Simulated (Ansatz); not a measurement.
# Bi (C2/m) in Ansatz: further runs

Aim: see how the results for Bi move with the level of theory and the settings. Levels: LDA, PBEsol, revPBE+D3(BJ), revPBE+D4. Tasks: relaxation of cell and atoms.

Program: Ansatz 0.2.0. These are calculated values, not measurements. Logs are shortened: lines on timing, memory, paths and dates and some standing lists are left out, and cuts for length are marked.

## 1. Starting point

The structure is monoclinic, space group C2/m (No. 12). The conventional cell has a = 6.977 Å, b = 6.265 Å, c = 3.359 Å, α = 90.00°, β = 112.04°, γ = 90.00°. Bi (site symmetry m) has 6 Bi at 3.21 to 3.45 Å as nearest neighbours.

This isn't the form of Bi at room conditions, which is rhombohedral.

## 2. Relaxation of cell and atoms, LDA

Input file input.yaml:

```yaml
crystal:
  lattice:
    - [3.488598, -3.132578, 0.0]
    - [3.488598, 3.132578, 0.0]
    - [-1.260235, 0.0, 3.11355]
  atoms:
    - { symbol: Bi, position: [0.753061, 0.753061, 0.857382] }
    - { symbol: Bi, position: [0.246939, 0.246939, 0.142618] }
hamiltonian:
  xc: lda
  pseudopotentials: { kind: paw }
kpoints:
  mp_grid: { grid: [6, 6, 9] }
scf:
  occupations: { method: fermi_dirac, width: 0.05 }
output:
  forces: true
  stress: true
  eigenvalues: true
relax:
  f_tol: 0.01
  max_steps: 40
  cell: { stress_tol: 0.05 }
```

Potentials or basis: Ansatz PAW.

Command:

```console
ansatz run input.yaml --threads 2 --pin off --max-ram 5632MiB --backend cpu --events-out ev --progress --plain --runs-dir out
```

The program printed:

```text
Warning: RAYON_NUM_THREADS=2 ignored (pool sized by the plan → 2); use --threads N
Engine: ansatz 0.2.0, x86_64-unknown-linux-gnu
Pseudopotentials: kind: paw
Pseudopotential: Bi, paw, valence charge 15, recommended cutoff 420 eV (normal), Bi.paw.azcp
Functional definition: SPW92
  exchange = slater_x
  correlation = pw_c
Crystal: 2 atoms, lattice volume = 68.052 Å³
Basis set: ecut = 420 eV, 1329 PW (Γ)
Bands: 19, of which v1, the nominal top of the filled ones, is band 15 counted from 1 (14 counted from 0)
Symmetry: 4 space group operations
Space group: C2/m (ITA 12), of the structure as read, at distance tolerance 4.1e-5 Å
k-points: 97 of 324
Non-local potential: Bi, projectors of the file, l = 0: 2, l = 1: 2, l = 2: 2, l = 3: 2
PAW form: soft (Blöchl's): semilocal exchange-correlation on the pseudo side does not see the compensation charge
PAW frozen core: Bi, regenerated for the run's functional, and the local potential with it (the file was generated under x = pbe(κ = 0.804, μ = 0.2195149727645171), c = pbe(β = 0.06672455060314922))
PAW one-centre angular grid: Bi, 590 points (default); XC on 64 Gauss nodes
Initial density: superposition of atomic densities (neutral atoms: chi_scale 0, normalization atom), corrected by the library's trained network
Initial wavefunctions: pseudopotential atomic-orbital guess
Functional: x = slater, c = lda
SCF iter   1: F=—  HF=-24171.618593 eV  |F-HF|=—  |Δ(HF+E_count)|=         —  Δρ=3.28e-3  dr2=4.09e-3  ethr=1.77e-3  ⟨swp⟩=6.3  Hψ=9308  notcnv=0
preconditioner: auto → Kerker (q_TF=auto, 2.380 Å⁻¹)  [metal: Δε(μ)=0.049 eV  Ē_g=20.243 eV  σ=0.050 eV  W_gap=0.23  n_scr=16 (ndim 8)  ℏωp=24.7 eV  f_vac=0.000  D(μ)=0.97/eV (n_scr^D=4)]
SCF iter   2: F=—  HF=-24171.617128 eV  |F-HF|=—  |Δ(HF+E_count)|=   1.46e-3  Δρ=1.90e-3  dr2=1.50e-3  ethr=1.36e-5  ⟨swp⟩=2.2  Hψ=3751  notcnv=0  defer=1
SCF iter   3: F=—  HF=-24171.616746 eV  |F-HF|=—  |Δ(HF+E_count)|=   3.82e-4  Δρ=3.31e-4  dr2=9.08e-5  ethr=4.99e-6  ⟨swp⟩=2.2  Hψ=3144  notcnv=0  defer=1
SCF iter   4: F=—  HF=-24171.616749 eV  |F-HF|=—  |Δ(HF+E_count)|=   2.85e-6  Δρ=3.66e-4  dr2=5.29e-5  ethr=3.03e-7  ⟨swp⟩=2.0  Hψ=3291  notcnv=0  defer=1
SCF iter   5: F=—  HF=-24171.616722 eV  |F-HF|=—  |Δ(HF+E_count)|=   2.69e-5  Δρ=1.18e-4  dr2=5.79e-6  ethr=1.76e-7  ⟨swp⟩=2.0  Hψ=2995  notcnv=0  defer=1
SCF iter   6: F=—  HF=-24171.616720 eV  |F-HF|=—  |Δ(HF+E_count)|=   2.70e-6  Δρ=1.90e-5  dr2=2.10e-7  ethr=1.93e-8  ⟨swp⟩=2.0  Hψ=3062  notcnv=0  defer=1
SCF iter   7: F=-24171.616719 eV  HF=-24171.616719 eV  |F-HF|=4.14e-9  |Δ(HF+E_count)|=   6.05e-8  Δρ=3.16e-6  dr2=6.46e-9  ethr=3.33e-10  ⟨swp⟩=6.0  Hψ=8219  notcnv=0
SCF 1 converged in 7 iterations: F = -24171.616719 eV  dr2 = 6.46e-9
relax step   1: F+E_penalty+E_count = -24171.61671949 eV  Δ(F+E_penalty+E_count) = +0.000e0 eV  max|allowed force component| = 7.484e-2 eV/Å  Δτ_max = 0.0000 Å  P = -3.661 GPa  Ω = 68.052 Å³  (7 SCF iters, dr2 threshold 1.00e-7 eV, accepted)
Crystal: 2 atoms, lattice volume = 61.207 Å³
Basis set: ecut = 420 eV, 1199 PW (Γ)
Initial density: handed on by an earlier stage of this run
Initial wavefunctions: those handed on with the density
iter 1 solved again at ethr=9.02e-6 eV; its pass at ethr=3.10e-3 eV (dr2=2.70e-3 eV) is discarded
SCF iter   1: F=—  HF=-24171.663211 eV  |F-HF|=—  |Δ(HF+E_count)|=         —  Δρ=2.08e-3  dr2=2.48e-3  ethr=9.02e-6  ⟨swp⟩=3.0  Hψ=13086  notcnv=0
preconditioner: auto → Kerker (q_TF=auto, 2.423 Å⁻¹)  [metal: Δε(μ)=0.017 eV  Ē_g=20.641 eV  σ=0.050 eV  W_gap=0.09  n_scr=16 (ndim 8)  ℏωp=26.0 eV  f_vac=0.000  D(μ)=0.92/eV (n_scr^D=4)]
SCF iter   2: F=—  HF=-24171.662679 eV  |F-HF|=—  |Δ(HF+E_count)|=   5.32e-4  Δρ=1.31e-3  dr2=1.10e-3  ethr=8.25e-6  ⟨swp⟩=1.0  Hψ=1843  notcnv=0
SCF iter   3: F=—  HF=-24171.662385 eV  |F-HF|=—  |Δ(HF+E_count)|=   2.94e-4  Δρ=2.19e-4  dr2=4.73e-5  ethr=3.66e-6  ⟨swp⟩=1.1  Hψ=1859  notcnv=0
SCF iter   4: F=—  HF=-24171.662382 eV  |F-HF|=—  |Δ(HF+E_count)|=   3.80e-6  Δρ=5.15e-5  dr2=1.69e-6  ethr=1.58e-7  ⟨swp⟩=3.0  Hψ=3414  notcnv=0
SCF iter   5: F=-24171.662381 eV  HF=-24171.662381 eV  |F-HF|=4.13e-8  |Δ(HF+E_count)|=   1.47e-7  Δρ=1.12e-5  dr2=9.09e-8  ethr=6.67e-10  ⟨swp⟩=7.2  Hψ=9797  notcnv=0
SCF 2 converged in 5 iterations: F = -24171.662381 eV  dr2 = 9.09e-8
[... 66 lines left out ...]
SCF 8 converged in 4 iterations: F = -24171.681756 eV  dr2 = 1.52e-8
relax step   8: F+E_penalty+E_count = -24171.68175594 eV  Δ(F+E_penalty+E_count) = -8.413e-5 eV  max|allowed force component| = 6.870e-3 eV/Å  Δτ_max = 0.0174 Å  P = -0.035 GPa  Ω = 63.169 Å³  energy of the carried Pulay correction = +7.492e-4 eV  (4 SCF iters, dr2 threshold 3.75e-8 eV, accepted)
Crystal: 2 atoms, lattice volume = 63.139 Å³
iter 1 solved again at ethr=1.00e-7 eV; its pass at ethr=3.10e-3 eV (dr2=3.01e-5 eV) is discarded
SCF iter   1: F=—  HF=-24171.681873 eV  |F-HF|=—  |Δ(HF+E_count)|=         —  Δρ=1.53e-4  dr2=1.46e-5  ethr=1.00e-7  ⟨swp⟩=3.1  Hψ=12291  notcnv=0
preconditioner: auto → Kerker (q_TF=auto, 2.410 Å⁻¹)  [metal: Δε(μ)=0.116 eV  Ē_g=20.506 eV  σ=0.050 eV  W_gap=0.47  n_scr=16 (ndim 8)  ℏωp=25.6 eV  f_vac=0.000  D(μ)=0.64/eV (n_scr^D=0)]
SCF iter   2: F=—  HF=-24171.681864 eV  |F-HF|=—  |Δ(HF+E_count)|=   9.25e-6  Δρ=8.51e-5  dr2=4.49e-6  ethr=4.86e-8  ⟨swp⟩=2.0  Hψ=3141  notcnv=0
SCF iter   3: F=—  HF=-24171.681863 eV  |F-HF|=—  |Δ(HF+E_count)|=   8.32e-7  Δρ=1.73e-5  dr2=1.90e-7  ethr=1.50e-8  ⟨swp⟩=2.4  Hψ=3251  notcnv=0
SCF iter   4: F=-24171.681863 eV  HF=-24171.681863 eV  |F-HF|=2.54e-9  |Δ(HF+E_count)|=   8.68e-9  Δρ=2.96e-6  dr2=9.16e-9  ethr=5.57e-11  ⟨swp⟩=5.0  Hψ=9398  notcnv=0
SCF 9 converged in 4 iterations: F = -24171.681863 eV  dr2 = 9.16e-9
relax step   9: F+E_penalty+E_count = -24171.68186273 eV  Δ(F+E_penalty+E_count) = -1.068e-4 eV  max|allowed force component| = 3.974e-3 eV/Å  Δτ_max = 0.0085 Å  P = -0.012 GPa  Ω = 63.139 Å³  energy of the carried Pulay correction = +7.540e-4 eV  (4 SCF iters, dr2 threshold 1.67e-8 eV, accepted)
Initial wavefunctions: pseudopotential atomic-orbital guess (no wavefunctions were taken with the density)
iter 1 solved again at ethr=1.13e-7 eV; its pass at ethr=3.10e-3 eV (dr2=3.38e-5 eV) is discarded
SCF iter   1: F=—  HF=-24171.681102 eV  |F-HF|=—  |Δ(HF+E_count)|=         —  Δρ=9.18e-5  dr2=9.98e-7  ethr=1.13e-7  ⟨swp⟩=3.9  Hψ=14489  notcnv=0
preconditioner: auto → Kerker (q_TF=auto, 2.410 Å⁻¹)  [metal: Δε(μ)=0.117 eV  Ē_g=20.506 eV  σ=0.050 eV  W_gap=0.47  n_scr=16 (ndim 8)  ℏωp=25.6 eV  f_vac=0.000  D(μ)=0.64/eV (n_scr^D=0)]
SCF iter   2: F=—  HF=-24171.681093 eV  |F-HF|=—  |Δ(HF+E_count)|=   8.78e-6  Δρ=4.75e-5  dr2=2.48e-7  ethr=3.33e-9  ⟨swp⟩=2.8  Hψ=3310  notcnv=0
SCF iter   3: F=—  HF=-24171.681093 eV  |F-HF|=—  |Δ(HF+E_count)|=   4.97e-9  Δρ=4.79e-6  dr2=4.57e-9  ethr=8.26e-10  ⟨swp⟩=2.2  Hψ=3140  notcnv=0
SCF iter   4: F=—  HF=-24171.681093 eV  |F-HF|=—  |Δ(HF+E_count)|=  5.20e-10  Δρ=4.73e-7  dr2=2.89e-10  ethr=1.52e-11  ⟨swp⟩=2.0  Hψ=2315  notcnv=0
SCF iter   5: F=—  HF=-24171.681093 eV  |F-HF|=—  |Δ(HF+E_count)|=  2.33e-10  Δρ=1.49e-7  dr2=2.49e-11  ethr=1.00e-12  ⟨swp⟩=7.9  Hψ=10957  notcnv=0
SCF iter   6: F=-24171.681093 eV  HF=-24171.681093 eV  |F-HF|=3.64e-12  |Δ(HF+E_count)|=  8.73e-11  Δρ=2.85e-8  dr2=6.30e-13  ethr=1.00e-12  ⟨swp⟩=6.0  Hψ=8292  notcnv=0
SCF 10 converged in 6 iterations: F = -24171.681093 eV  dr2 = 6.30e-13
relax step  10: F+E_penalty+E_count = -24171.68109333 eV  Δ(F+E_penalty+E_count) = +7.694e-4 eV  max|allowed force component| = 3.982e-3 eV/Å  Δτ_max = 0.0000 Å  P = -0.012 GPa  Ω = 63.139 Å³  stress off target by 4.72e-2 GPa  SCF on the basis re-selected at this cell (its energy is not comparable with the rows above)  (6 SCF iters)
basis re-selected at this cell: Δ(F+E_penalty+E_count) = +7.694e-4 eV, ΔP = -0.000 GPa vs the last step (what re-selecting the basis moved, of the pressure what is left beyond the Pulay correction that the steps carried, after the strain that the cell walked since its last selection, with what the two solves' SCF thresholds leave and, on support functions, any second-order correction that the steps lacked; it is no measure of the basis error at this ecutwfc). This SCF's stress stands 4.72e-2 GPa from its target on what of the cell is left free (relax.cell.stress_tol is 5.00e-2 GPa) and its largest allowed force component is 3.98e-3 eV/Å (relax.f_tol is 1.00e-2 eV/Å): within both
SCF converged after 6 iterations
Free energy (F): -24171.681093 eV
Harris-Foulkes:  -24171.681093 eV  (|F-HF|=3.64e-12)
Internal energy: -24171.675200 eV  (E = F + TS)
E sigma→0 (E₀):  -24171.678147 eV
Entropy (-TS):   -0.005893 eV (-2.947 meV/atom)
Fermi energy:    11.128441 eV
--- Per-component energies (eV) ---
  E_band       = -179.648597
  E_kinetic    = 607.807035
  E_local      = -2892.421634  (includes V_loc(G=0)·N_el)
  E_nonlocal   = 1126.908693
  E_hartree    = 923.197415
  E_xc         = -302.053850
  E_vxc        = -290.629014  (∫ρ·V_xc dr)
  E_paw        = -20705.383477  (= ΣΔE_a)
  E_vpaw       = -577.707459  (= ΣTr[D̂ρ^β])
  E_aug_tail   = -0.001053  (compensation charges beyond the density's cutoff)
  E_ewald      = -2929.718560
  E_core_change = -0.009770  (= ΣΔE_core)
  E_smearing   = -0.005893  (= −TS)
  E_closure    = 0.000000  (closes the sum)
  Σ components = -24171.681093   (vs F -24171.681093, Δ=0.00e0)
--- Forces (eV/Å), atoms counted from 1 ---
  atom   1  Bi     0.00398200     0.00000000    -0.00022270
  atom   2  Bi    -0.00398200    -0.00000000     0.00022270
  max |Σ_I F_I| component: 0.00e0 eV/Å
--- Stress (GPa, compression-positive) ---
       -0.041173       0.000000      -0.015544
        0.000000       0.012119      -0.000000
       -0.015544      -0.000000      -0.006886
  P = ⅓ Tr σ = -0.0120 GPa (-0.120 kbar)
--- Band table (eV; the first three rows and the last of 97) ---
  k-point 0: bands = ["-11.8588", "-11.7873", "-11.7531", "-11.7318", "-11.6502", "-11.6005", "-11.5538", "-11.5450", "-11.5145", "-11.4067", "-2.5399", "2.0412", "7.7142", "8.1965", "13.8533", "14.2098", "15.1507", "15.4043", "15.6076"]
  k-point 1: bands = ["-11.8491", "-11.7636", "-11.7258", "-11.7217", "-11.6567", "-11.6082", "-11.5666", "-11.5556", "-11.5176", "-11.4136", "-2.3537", "2.0714", "7.8377", "8.4917", "13.0654", "14.0599", "14.0887", "14.4162", "15.2946"]
  k-point 2: bands = ["-11.8250", "-11.7099", "-11.7027", "-11.6720", "-11.6469", "-11.6243", "-11.5998", "-11.5793", "-11.5264", "-11.4328", "-1.8071", "2.1493", "8.1977", "9.2673", "10.4854", "12.1618", "13.5550", "14.3676", "15.0901"]
  k-point 96: bands = ["-11.7352", "-11.6974", "-11.6748", "-11.6729", "-11.6643", "-11.6258", "-11.5789", "-11.5699", "-11.5032", "-11.4780", "0.5820", "1.5173", "7.2303", "8.4683", "8.5894", "10.2273", "12.1262", "13.0000", "17.6968"]
--- Relaxed structure (9 steps of the walk, 8 accepted, 1 SCFs on fresh bases) ---
  F+E_penalty+E_count = -24171.68109333 eV   max|allowed force component| = 3.982e-3 eV/Å   (the final SCF, on the basis selected at the relaxed cell)
  cell:  # Å, volume = 63.1389 Å³
    - [3.447558791002548, -3.0014889538663683, -0.02672903758988997]
    - [3.447558791002548, 3.0014889538663683, -0.02672903758989]
    - [-1.2692653174619426, -1.1741120764482163e-17, 3.060672692900166]
  atoms:
    - { symbol: Bi, position: [0.7530809911223154, 0.7530809911223154, 0.8385017675184229] }
    - { symbol: Bi, position: [0.24691900887768456, 0.24691900887768456, 0.16149823248157705] }
```

Wall time 80 s (2 threads of Intel Xeon at 2.50GHz (Skylake/Cascade Lake), shared host); peak memory 0.43 GiB.

What came out:

| Quantity | Value |
| --- | --- |
| Free energy | -24171.6811 eV |
| Relaxed volume | 31.57 Å³/atom |
| Relaxed cell | a = 4.571 Å, b = 4.571 Å, c = 3.313 Å, α = 107.12°, β = 107.12°, γ = 82.08° |
| Space group after relaxing (to 0.05 Å) | C2/m (No. 12) |
| Energy gained by relaxing | 32.2 meV/atom |
| Ionic steps | 9 |
| Pressure after relaxing | 0.0 GPa |
| Largest force after relaxing | 0.004 eV/Å |
| Band gap on the k mesh | none (metal or under the smearing width) |

Forces on the atoms (eV/Å):
```
Bi   0.004  0.000  0.000
Bi  -0.004  0.000  0.000
```

The path:
```
step  energy change (eV)  largest force (eV/Å)  volume (Å³)
   1              0.0000                0.0910        68.05
   2             -0.0457                0.1588        61.21
   3             -0.0622                0.0192        63.56
   4             -0.0637                0.0106        63.37
   5             -0.0649                0.0129        63.03
   6             -0.0650                0.0139        63.13
   7             -0.0650                0.0081        63.17
   8             -0.0651                0.0040        63.14
   9             -0.0644                0.0040        63.14
```

Final structure:
```xyz
2
Lattice="3.4476 -3.0015 -0.0267 3.4476 3.0015 -0.0267 -1.2693 0.0000 3.0607" Properties=species:S:1:pos:R:3 pbc="T T T"
Bi    4.1283    0.0000    2.5261
Bi    1.4976    0.0000    0.4811
```

Caveat: the plane-wave basis is chosen anew once the cell has moved, so the energies of steps on either side of that aren't comparable; spin-orbit coupling is left out, which moves the levels of the heavy elements; the PAW data sets come from PBE, with cores solved anew for the run's functional, which leaves a small shift of forces and pressure.

## 3. Relaxation of cell and atoms, PBEsol

Edit input.yaml of step 2 so:

```diff
@@ -9,3 +9,3 @@
 hamiltonian:
-  xc: lda
+  xc: pbesol
   pseudopotentials: { kind: paw }
```

Potentials or basis: Ansatz PAW.

Command:

```console
ansatz run input.yaml --threads 2 --pin off --max-ram 5632MiB --backend cpu --events-out ev --progress --plain --runs-dir out
```

Run time: 71 s. Hardware: 2 threads of Intel Xeon at 2.50GHz (Skylake/Cascade Lake), shared host; peak memory 0.44 GiB.

Results (log left out):

* Free energy: -24483.9693 eV
* Relaxed volume: 32.31 Å³/atom
* Relaxed cell: a = 4.602 Å, b = 4.602 Å, c = 3.342 Å, α = 107.02°, β = 107.02°, γ = 82.14°
* Space group after relaxing (to 0.05 Å): C2/m (No. 12)
* Energy gained by relaxing: 16.4 meV/atom
* Ionic steps: 9
* Pressure after relaxing: 0.0 GPa
* Band gap on the k mesh: none (metal or under the smearing width)

Forces on the atoms (eV/Å):
```
Bi   0.003  0.000  0.000
Bi  -0.003  0.000  0.000
```

Step by step:
| step | energy change (eV) | largest force (eV/Å) | volume (Å³) |
| --- | --- | --- | --- |
| 1 | 0.0000 | 0.0593 | 68.05 |
| 2 | -0.0236 | 0.0989 | 63.39 |
| 3 | -0.0306 | 0.0227 | 64.86 |
| 4 | -0.0321 | 0.0158 | 64.75 |
| 5 | -0.0330 | 0.0132 | 64.58 |
| 6 | -0.0332 | 0.0014 | 64.60 |
| 7 | -0.0333 | 0.0047 | 64.60 |
| 8 | -0.0333 | 0.0030 | 64.62 |
| 9 | -0.0327 | 0.0030 | 64.62 |

Final structure:
```
Bi
1.0
     3.46932   -3.02362   -0.02476
     3.46932    3.02362   -0.02476
    -1.27537    0.00000    3.08909
Bi
2
Direct
  0.75317 0.75317 0.83773
  0.24683 0.24683 0.16227
```

Levels at points of the mesh, in eV from the Fermi level:
```tsv
k point	band 13	band 14	band 15	band 16	band 17	band 18
(0.00, 0.00, 0.00)	-3.32	-2.85	2.67	3.07	3.94	4.23
(0.00, -0.50, 0.00)	-1.21	-0.96	-0.66	-0.62	3.38	4.36
(-0.50, -0.50, 0.00)	-5.27	-5.25	2.63	4.16	5.55	6.19
```

Caveat: the plane-wave basis is chosen anew once the cell has moved, so the energies of steps on either side of that aren't comparable; spin-orbit coupling is left out, which moves the levels of the heavy elements; the PAW data sets come from PBE, with cores solved anew for the run's functional, which leaves a small shift of forces and pressure.

## 4. Relaxation of cell and atoms, revPBE+D3(BJ)

Edit input.yaml of step 3 so:

```diff
@@ -9,4 +9,5 @@
 hamiltonian:
-  xc: pbesol
+  xc: revpbe
   pseudopotentials: { kind: paw }
+  dispersion: d3bj
 kpoints:
```

Command:

```console
ansatz run input.yaml --threads 2 --pin off --max-ram 5632MiB --backend cpu --events-out ev --progress --plain --runs-dir out
```

It took 72 s on 2 threads of Intel Xeon at 2.50GHz (Skylake/Cascade Lake), shared host; peak memory 0.44 GiB.

It converged, with:

```
Free energy                            : -24816.9385 eV
Relaxed volume                         : 31.88 Å³/atom
Relaxed cell                           : a = 4.579 Å, b = 4.579 Å, c = 3.330 Å, α = 106.99°, β = 106.99°, γ = 82.17°
Space group after relaxing (to 0.05 Å) : C2/m (No. 12)
Energy gained by relaxing              : 24.6 meV/atom
Ionic steps                            : 9
Pressure after relaxing                : 0.0 GPa
Largest force after relaxing           : 0.004 eV/Å
Band gap on the k mesh                 : none (metal or under the smearing width)
```

Forces on the atoms (eV/Å):
```
Bi   0.002  0.000  0.004
Bi  -0.002  0.000 -0.004
```

The path:
| step | energy change (eV) | largest force (eV/Å) | volume (Å³) |
| --- | --- | --- | --- |
| 1 | 0.0000 | 0.0417 | 68.05 |
| 2 | -0.0357 | 0.1466 | 62.33 |
| 3 | -0.0464 | 0.0340 | 64.07 |
| 4 | -0.0484 | 0.0226 | 63.93 |
| 5 | -0.0494 | 0.0167 | 63.67 |
| 6 | -0.0498 | 0.0008 | 63.72 |
| 7 | -0.0499 | 0.0016 | 63.72 |
| 8 | -0.0500 | 0.0040 | 63.77 |
| 9 | -0.0491 | 0.0040 | 63.77 |

Final structure:
```cif
data_structure
_symmetry_space_group_name_H-M 'P 1'
_symmetry_Int_Tables_number 1
_cell_length_a 4.5791
_cell_length_b 4.5791
_cell_length_c 3.3301
_cell_angle_alpha 106.987
_cell_angle_beta 106.987
_cell_angle_gamma 82.170
_cell_volume 63.77
loop_
_atom_site_label
_atom_site_type_symbol
_atom_site_fract_x
_atom_site_fract_y
_atom_site_fract_z
_atom_site_occupancy
Bi1 Bi 0.75198 0.75198 0.83320 1
Bi2 Bi 0.24802 0.24802 0.16680 1
```

Levels at points of the mesh, in eV from the Fermi level:
| k point | band 11 | band 12 | band 13 | band 14 | band 15 | band 16 | band 17 | band 18 | band 19 |
| --- | --- | --- | --- | --- | --- | --- | --- | --- | --- |
| (0.00, 0.00, 0.00) | -13.56 | -8.99 | -3.38 | -2.93 | 2.67 | 3.11 | 3.93 | 4.26 | 4.48 |
| (0.00, -0.50, 0.00) | -11.90 | -11.74 | -1.20 | -0.97 | -0.70 | -0.64 | 3.41 | 4.38 | 7.58 |
| (-0.50, -0.50, 0.00) | -11.51 | -11.03 | -5.36 | -5.34 | 2.59 | 4.25 | 5.65 | 6.28 | 8.57 |

Caveat: the plane-wave basis is chosen anew once the cell has moved, so the energies of steps on either side of that aren't comparable; spin-orbit coupling is left out, which moves the levels of the heavy elements; pairwise dispersion overbinds metals, which lowers pressure and volume; the PAW data sets come from PBE, with cores solved anew for the run's functional, which leaves a small shift of forces and pressure.

(Part 1 of 2 ends here.)
